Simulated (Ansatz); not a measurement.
# AlRu: a tetragonal deformation path

One table from this session's results is given with a row withheld; the runs are named, their logs left out.

Computed with Ansatz 0.2.0 (DFT PBEsol, scalar-relativistic, plane waves, PAW, unless a step's input says otherwise).

## Starting point

The structure is cubic, space group Pm-3m (No. 221). The conventional cell has a = 2.992 Å, b = 2.992 Å, c = 2.992 Å, α = 90.00°, β = 90.00°, γ = 90.00°. Around Al (site symmetry m-3m) lie 8 Ru at 2.59 Å. Ru (site symmetry m-3m) has 8 Al at 2.59 Å in its first shell of neighbours.

Structure file:

```cif
data_structure
_symmetry_space_group_name_H-M 'P 1'
_symmetry_Int_Tables_number 1
_cell_length_a 2.9916
_cell_length_b 2.9916
_cell_length_c 2.9916
_cell_angle_alpha 90.000
_cell_angle_beta 90.000
_cell_angle_gamma 90.000
_cell_volume 26.77
loop_
_atom_site_label
_atom_site_type_symbol
_atom_site_fract_x
_atom_site_fract_y
_atom_site_fract_z
_atom_site_occupancy
Al1 Al 0.00000 0.00000 0.00000 1
Ru1 Ru 0.50000 0.50000 0.50000 1
```

The cell is taken as given, not relaxed at this level.

## The reference cell

The reference gives a free energy of -6342.3122 eV, pressure -3.28 GPa, largest force 0.000 eV/Å and gap on the mesh none (metal). It was computed beforehand with the settings of the runs below.

The first run:

At fixed volume and fractional coordinates, lengths along (0.000, 0.000, 1.000) are scaled against those across it; ρ is that ratio over its starting value.

The input, input.yaml:

```yaml
crystal:
  lattice:
    - [3.3581265107, 0.0, 0.0]
    - [0.0, 3.3581265107, 0.0]
    - [0.0, 0.0, 2.3741954431]
  atoms:
    - { symbol: Al, position: [0.0, 0.0, 0.0] }
    - { symbol: Ru, position: [0.5, 0.5, 0.5] }
basis:
  ecutwfc: 420
kpoints:
  mp_grid: { grid: [18, 18, 18] }
hamiltonian:
  xc: pbesol
scf:
  occupations: { method: gaussian, width: 0.15 }
output:
  forces: true
  stress: true
  eigenvalues: true
```

Started as:

```sh
$ ansatz run input.yaml --threads 1 --pin off --max-ram 2560MiB --backend cpu --events-out ev --progress --plain --runs-dir out
```

Among the steps run: Point ρ = 0.707; ρ = 1.414; Point ρ = 0.850; Point ρ = 1.200; At ρ = 0.780; At ρ = 1.300; ρ = 0.920; At ρ = 1.100; ρ = 0.650; At ρ = 1.500; Point ρ = 0.960; Point ρ = 1.050.

One of the session's tables, all rows but one given; the rest of the session is left out.

The scan, with free energies counted from the undisturbed cell:

```
    ρ  ΔE (meV/atom)  pressure (GPa)
0.650         1147.8            29.4
0.707          731.9            17.1
0.780          371.9             6.3
0.850          148.2             0.4
0.920              ?               ?
0.960            8.3            -3.1
1.000            0.0            -3.3
1.050           11.3            -3.0
1.100           41.8            -2.4
1.200          143.8            -0.1
1.300          250.0             2.6
1.414          344.6             5.0
1.500          430.6             6.9
```

**Question.** Estimate the row for ρ = 0.920.

Worked estimate for «ΔE (meV/atom)». A straight line through the neighbours (0.850, 148.2) and (0.960, 8.3) gives 148.2 + (8.3 − 148.2) × (0.920 − 0.850) / (0.960 − 0.850) = 59.2; a parabola fitted to 4 rows on both sides gives 29.7.

**Answer.** ΔE (meV/atom): 35.8; pressure (GPa): -2.4. In «ΔE (meV/atom)» the line misses by +23.4 and the parabola by -6.1.
